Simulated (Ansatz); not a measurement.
Ge, 8 atoms in the cell. The structure is hexagonal, space group P6_3/mmc (No. 194). The conventional cell has a = 4.003 Å, b = 4.003 Å, c = 13.157 Å, α = 90.00°, β = 90.00°, γ = 120.00°. Ge (site symmetry 3m) has 4 Ge at 2.45 to 2.47 Å as nearest neighbours. Ge (site symmetry 3m) is surrounded by 4 Ge at 2.45 Å. This isn't the form of Ge at room conditions, which is diamond.

* Program: Ansatz 0.2.0
* Task: single point
* Functional: PBEsol
* Potentials or basis: PseudoDojo stringent (PBEsol files)
* Cutoff: 1687 eV
* Density cutoff: 6748 eV
* k mesh: 8 × 8 × 2
* Occupations: fermi-dirac, width 0.05 eV
* Spin: no spin polarisation

Potentials or basis: PseudoDojo stringent (PBEsol files).

Run with:

```bash
$ ansatz run input.yaml --threads 4 --pin off --max-ram 11264MiB --backend cpu --events-out ev --progress --plain --runs-dir out
```

Hardware: 4 threads of Arm Neoverse V2 (shared host).

Question: Estimate the wall time of this run.

Answer: Wall time 26 s on 4 threads of Arm Neoverse V2, on a shared host, peak memory 3.4 GiB. Counts: scf iterations 7, plane waves 28919, k points 20, bands 106.
